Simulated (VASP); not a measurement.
# Zr (P6/mmm) in VASP: notebook

Runs on Zr. Level: LDA. Tasks: relaxation of shape and atoms at fixed volume.

Program: VASP 6.6.1. These are calculated values, not measurements. Logs are shortened: lines on timing, memory, paths and dates and some standing lists are left out, and cuts for length are marked.

## Step 1: The crystal as given

It takes space group P6/mmm (No. 191, hexagonal). The conventional cell has a = 4.920 Å, b = 4.920 Å, c = 3.089 Å, α = 90.00°, β = 90.00°, γ = 120.00°. Zr (site symmetry -6m2) is surrounded by 11 Zr at 2.84 to 3.23 Å. Zr (site symmetry 6/mmm) has 14 Zr at 3.09 to 3.23 Å as nearest neighbours.

The cell was built by a generator and needn't be a form met in nature.

## Step 2: Relaxation of shape and atoms at fixed volume, LDA (a relaxed cell with its volume scaled by 0.98)

INCAR

```
PREC = Accurate
ENCUT = 600
EDIFF = 1E-7
ISMEAR = 1
SIGMA = 0.1
LREAL = False
LASPH = True
NELM = 80
ALGO = Fast
ISIF = 4
LWAVE = False
LCHARG = False
IBRION = 2
NSW = 40
EDIFFG = -0.01
```

KPOINTS

```
regular mesh
0
Gamma
  9 9 12
```

POSCAR

```
Zr                                      
1.0
    4.8869585336      0.0000000000     -0.0000000000
   -2.4434792668      4.2322302353      0.0000000000
    0.0000000000      0.0000000000      3.0679020162
  Zr            
     3
Direct
     0.6666666699999979    0.3333333300000021    0.5000000000000000
     0.3333333300000021    0.6666666699999979    0.5000000000000000
     0.0000000000000000    0.0000000000000000    1.0000000000000000
```

Potentials or basis: VASP PAW LDA potentials, release 64 (Zr_sv).

Started as:

```
$ cat potpaw_LDA.64/Zr_sv/POTCAR > POTCAR
$ mpirun -np 1 vasp_std > vasp.out
```

OUTCAR:

```text
PREC = Accurate
   ENCUT = 600
   EDIFF = 1E-7
   ISMEAR = 1
   LREAL = False
   LASPH = True
   NELM = 80
   ISIF = 4
   IBRION = 2
   NSW = 40
   EDIFFG = -0.01

 ion  position               nearest neighbor table
   1  0.667  0.333  0.500-   2 2.82   2 2.82   2 2.82   3 3.21   3 3.21   3 3.21   3 3.21   3 3.21
                             3 3.21
   2  0.333  0.667  0.500-   1 2.82   1 2.82   1 2.82   3 3.21   3 3.21   3 3.21   3 3.21   3 3.21
                             3 3.21
   3  0.000  0.000  0.000-   1 3.21   2 3.21   1 3.21   2 3.21   2 3.21   2 3.21   1 3.21   1 3.21
                             1 3.21   1 3.21   2 3.21   2 3.21

  LATTYP: Found a hexagonal cell.
 ALAT       =     4.8869585336
 C/A-ratio  =     0.6277732858

  Lattice vectors:

 A1 = (   4.8869585336,   0.0000000000,   0.0000000000)
 A2 = (  -2.4434792668,   4.2322302353,   0.0000000000)
 A3 = (   0.0000000000,   0.0000000000,   3.0679020162)

Analysis of symmetry for initial positions (statically):
=====================================================================
 Subroutine PRICEL returns:
 Original cell was already a primitive cell.

 Routine SETGRP: Setting up the symmetry group for a
 hexagonal supercell.

 Subroutine GETGRP returns: Found 24 space group operations
 (whereof 24 operations were pure point group operations)
 out of a pool of 24 trial point group operations.

The static configuration has the point symmetry D_6h.

Analysis of symmetry for dynamics (positions and initial velocities):
=====================================================================
 Subroutine PRICEL returns:
 Original cell was already a primitive cell.

 Routine SETGRP: Setting up the symmetry group for a
 hexagonal supercell.

 Subroutine GETGRP returns: Found 24 space group operations
 (whereof 24 operations were pure point group operations)
 out of a pool of 24 trial point group operations.

The dynamic configuration has the point symmetry D_6h.

 Subroutine INISYM returns: Found 24 space group operations
 (whereof 24 operations are pure point group operations),
 and found     1 'primitive' translations

----------------------------------------------------------------------------------------

                                     Primitive cell

  volume of cell :      63.4526

  direct lattice vectors                    reciprocal lattice vectors
     4.886958534  0.000000000  0.000000000     0.204626250  0.118141021  0.000000000
    -2.443479267  4.232230235  0.000000000     0.000000000  0.236282041  0.000000000
     0.000000000  0.000000000  3.067902016     0.000000000  0.000000000  0.325955651

  length of vectors
     4.886958534  4.886958532  3.067902016     0.236282041  0.236282041  0.325955651

  position of ions in fractional coordinates (direct lattice)
     0.666666670  0.333333330  0.500000000
     0.333333330  0.666666670  0.500000000
     0.000000000  0.000000000  0.000000000

  ion indices of the primitive-cell ions
   primitive index   ion index
                 1           1
                 2           2
                 3           3

----------------------------------------------------------------------------------------

 KPOINTS: regular mesh

Automatic generation of k-mesh.
 Grid dimensions read from file:
 generate k-points for:    9    9   12

 Generating k-lattice:

  Cartesian coordinates                     Fractional coordinates (reciprocal lattice)
     0.022736250  0.013126780  0.000000000     0.111111111  0.000000000  0.000000000
     0.000000000  0.026253560  0.000000000     0.000000000  0.111111111  0.000000000
     0.000000000  0.000000000  0.027162971     0.000000000  0.000000000  0.083333333

  Length of vectors
     0.026253560  0.026253560  0.027162971

  Shift w.r.t. Gamma in fractional coordinates (k-lattice)
     0.000000000  0.000000000  0.000000000

 Subroutine IBZKPT returns following result:
 ===========================================

 Found     84 irreducible k-points:

 Following reciprocal coordinates:
            Coordinates               Weight
  0.000000  0.000000  0.000000      1.000000
  0.111111  0.000000  0.000000      6.000000
  0.222222  0.000000  0.000000      6.000000
  0.333333  0.000000  0.000000      6.000000
  0.444444  0.000000  0.000000      6.000000
  0.111111  0.111111  0.000000      6.000000
[... 16 lines left out ...]
  0.333333  0.222222  0.083333     24.000000
  0.333333  0.333333  0.083333      4.000000
 [... further k-points ...]
   k-points           NKPTS =     84   k-points in BZ     NKDIM =     84   number of bands    NBANDS=     22
   number of dos      NEDOS =    301   number of ions     NIONS =      3
   total plane-waves  NPLWV =  44800
   dimension x,y,z NGX =    40 NGY =   40 NGZ =   28
   dimension x,y,z NGXF=    80 NGYF=   80 NGZF=   56
   ions per type =               3
   NGX,Y,Z   is equivalent  to a cutoff of  13.61, 13.61, 15.17 a.u.
   NGXF,Y,Z  is equivalent  to a cutoff of  27.21, 27.21, 30.35 a.u.
 SYSTEM =  unknown system
   PREC   = accura    normal or accurate (medium, high low for compatibility)
   ISTART =      0    job   : 0-new  1-cont  2-samecut
   ICHARG =      2    charge: 1-file 2-atom 10-const
   ISPIN  =      1    spin polarized calculation?
   LNONCOLLINEAR =      F non collinear calculations
   LSORBIT =      F    spin-orbit coupling
   LASPH  =      T    aspherical Exc in radial PAW
   ENCUT  =  600.0 eV  44.10 Ry    6.64 a.u.   9.76  9.76  6.13*2*pi/ulx,y,z
   NELM   =     80;   NELMIN=  2; NELMDL= -5     # of ELM steps
   EDIFF  = 0.1E-06   stopping-criterion for ELM
   LREAL  =      F    real-space projection
   EDIFFG = -.1E-01   stopping-criterion for IOM
   NSW    =     40    number of steps for IOM
   IBRION =      2    ionic relax: 0-MD 1-quasi-New 2-CG
   NFREE  =      1    steps in history (QN), initial steepest desc. (CG)
   ISIF   =      4    stress and relaxation
   ISYM   =      2    0-nonsym 1-usesym 2-fastsym
   POTIM  = 0.5000    time-step for ionic-motion
   TEBEG  =    0.0;   TEEND  =   0.0 temperature during run
   PSTRESS=    0.0 pullay stress
   NELECT =      36.0000    total number of electrons
   NUPDOWN=      -1.0000    fix difference up-down
   EMIN   =  10.00;   EMAX   =-10.00  energy-range for DOS
   EFERMI =   0.00;   METHOD = LEGACY
   ISMEAR =     1;   SIGMA  =   0.10  broadening in eV -4-tet -1-fermi 0-gaus
   EFERMI_NEDOS =   21; number of points for ismear=-14 and -15
   IALGO  =     68    algorithm
   IMIX   =      4    mixing-type and parameters
     AMIX     =   0.40;   BMIX     =  1.00
     AMIX_MAG =   1.60;   BMIX_MAG =  1.00
  volume/ion in A,a.u.               =      21.15       142.73
  Fermi-wavevector in a.u.,A,eV,Ry     =   1.355270  2.561089 24.990597  1.836757
  Thomas-Fermi vector in A             =   2.482372
   LORBIT       =      0    0 simple, 1 ext, 2 COOP (PROOUT), +10 PAW based schemes
   GGA     = CA    functional components
   LHFCALC =     F    Hartree Fock is set to
   AEXX    =    0.0000 exact exchange contribution
   IVDW    =     0    specifies the selected vdW correction
   LEPSILON=     F    determine dielectric tensor
   LRPA    =     F    only Hartree local field effects (RPA)
 conjugate gradient relaxation of ions
 non-spin polarized calculation
 RMM-DIIS sequential band-by-band and
 Methfessel and Paxton  Order N= 1 SIGMA  =   0.10
  energy-cutoff  :      600.00
  volume of cell :       63.45
 maximum number of plane-waves:      2138
 NGX is ok and might be reduce to    40
   NGX = 19   NGY = 19   NGZ = 13

 number of electron      36.0000000 magnetization

 Free energy of the ion-electron system (eV)
  ---------------------------------------------------
  ext. energy  EPLUGINS =         0.00000000
  ---------------------------------------------------
  free energy    TOTEN  =       -27.91208418 eV

  energy without entropy =      -27.91381052  energy(sigma->0) =      -27.91265963

 E-fermi :   9.7639     XC(G=0): -11.7357

 val. band max:        9.7442538451   @ k =   0.3333   0.1111   0.0000
 cond. band min:       9.7822562261   @ k =   0.4444   0.0000   0.0000
 fundamental gap:      0.0380023809
 Fermi energy:         9.7639460908

 k-point     1 :       0.0000    0.0000    0.0000
  band No.  band energies     occupation
      1     -38.6478      2.00000
      2     -38.3757      2.00000
      3     -38.1174      2.00000
      4     -17.0764      2.00000
      5     -17.0764      2.00000
      6     -16.9973      2.00000
[... 14 lines left out ...]
     21      11.4728     -0.00000
     22      11.4805     -0.00000

 k-point     2 :       0.1111    0.0000    0.0000
  band No.  band energies     occupation
      1     -38.6428      2.00000
      2     -38.3730      2.00000
      3     -38.1258      2.00000
      4     -17.1863      2.00000
      5     -17.1572      2.00000
      6     -16.8812      2.00000
[... 14 lines left out ...]
     21      11.3214     -0.00000
     22      11.6527     -0.00000

 k-point     3 :       0.2222    0.0000    0.0000
  band No.  band energies     occupation
      1     -38.6303      2.00000
      2     -38.3636      2.00000
      3     -38.1492      2.00000
      4     -17.3066      2.00000
      5     -17.1882      2.00000
      6     -16.7441      2.00000
[... 14 lines left out ...]
     21      11.0168     -0.00000
     22      11.2375     -0.00000

 k-point     4 :       0.3333    0.0000    0.0000
  band No.  band energies     occupation
      1     -38.6165      2.00000
      2     -38.3460      2.00000
      3     -38.1825      2.00000
      4     -17.3948      2.00000
      5     -17.1285      2.00000
      6     -16.6509      2.00000
[... 14 lines left out ...]
     21      10.9717     -0.00000
     22      11.3286     -0.00000

 k-point     5 :       0.4444    0.0000    0.0000
  band No.  band energies     occupation
      1     -38.6079      2.00000
      2     -38.3260      2.00000
      3     -38.2123      2.00000
      4     -17.4412      2.00000
      5     -16.9903      2.00000
      6     -16.7814      2.00000
[... 417 lines left out ...]
 k-point    22 :       0.2222    0.2222    0.0833
  band No.  band energies     occupation
      1     -38.6055      2.00000
      2     -38.3266      2.00000
      3     -38.1976      2.00000
      4     -17.2975      2.00000
      5     -17.1967      2.00000
      6     -16.7676      2.00000
[... 14 lines left out ...]
     21      10.7522     -0.00000
     22      11.1450     -0.00000

 k-point    23 :       0.3333    0.2222    0.0833
  band No.  band energies     occupation
      1     -38.6000      2.00000
      2     -38.2996      2.00000
      3     -38.2310      2.00000
      4     -17.2982      2.00000
      5     -17.0952      2.00000
      6     -16.9228      2.00000
[... 14 lines left out ...]
     21      10.8307     -0.00000
     22      11.1550     -0.00000

 k-point    24 :       0.3333    0.3333    0.0833
  band No.  band energies     occupation
      1     -38.5984      2.00000
      2     -38.2663      2.00000
      3     -38.2663      2.00000
      4     -17.2177      2.00000
      5     -17.0670      2.00000
      6     -17.0670      2.00000
[... 14 lines left out ...]
     21      10.4426     -0.00000
     22      11.4243     -0.00000

 [... further k-points ...]
[... 5 lines left out ...]
  --------------------------------------------------------------------------------------
  -------------------------------------------------------------------------------------
  Total        0.9026109      0.9026109      0.8876885      0.0000000      0.0000000      0.0000000
  in kB       22.7909130     22.7909130     22.4141238      0.0000000      0.0000000      0.0000000
  external PRESSURE =      22.6653166 kB  Pullay stress =       0.0000000 kB

 VOLUME and BASIS-vectors are now :
 -----------------------------------------------------------------------------
  energy-cutoff  :      600.00
  volume of cell :       63.45
      direct lattice vectors                 reciprocal lattice vectors
     4.886958534  0.000000000  0.000000000     0.204626250  0.118141021  0.000000000
    -2.443479267  4.232230235  0.000000000     0.000000000  0.236282041  0.000000000
     0.000000000  0.000000000  3.067902016     0.000000000  0.000000000  0.325955651

 POSITION                                       TOTAL-FORCE (eV/Angst)
 -----------------------------------------------------------------------------------
      2.44348      1.41074      1.53395         0.000000     -0.000000      0.000000
     -0.00000      2.82149      1.53395        -0.000000      0.000000      0.000000
      0.00000      0.00000      0.00000        -0.000000      0.000000      0.000000
 -----------------------------------------------------------------------------------
    total drift:                                0.000000     -0.000000      0.000000

  FREE ENERGIE OF THE ION-ELECTRON SYSTEM (eV)
  ---------------------------------------------------
  free  energy   TOTEN  =       -27.9120841828 eV

  energy  without entropy=      -27.9138105177  energy(sigma->0) =      -27.91265963

 reached required accuracy - stopping structural energy minimisation
```

It took 2.5 min on 1 thread of AMD EPYC 9R45 (Zen 5), shared host; peak memory 0.22 GiB.

What came out:

| Quantity | Value |
| --- | --- |
| Free energy | -27.9121 eV |
| Pressure after relaxing | 2.3 GPa |
| Band gap on the k mesh | none (metal or under the smearing width) |

Final structure:
```
Zr
1.0
     4.88696    0.00000    0.00000
    -2.44348    4.23223    0.00000
     0.00000    0.00000    3.06790
Zr
3
Direct
  0.66667 0.33333 0.50000
  0.33333 0.66667 0.50000
  0.00000 0.00000 0.00000
```

Levels at points of the mesh, in eV from the Fermi level:
| k point | band 16 | band 17 | band 18 | band 19 | band 20 | band 21 |
| --- | --- | --- | --- | --- | --- | --- |
| (0.00, 0.00, 0.00) | -0.44 | -0.37 | -0.37 | -0.17 | 0.87 | 1.71 |
| (0.00, 0.00, 0.50) | -2.09 | -2.06 | -1.24 | 1.28 | 1.28 | 1.82 |

Caveat: the relaxation stopped at its first step, so nothing moved.

[end of part 1 of 3]
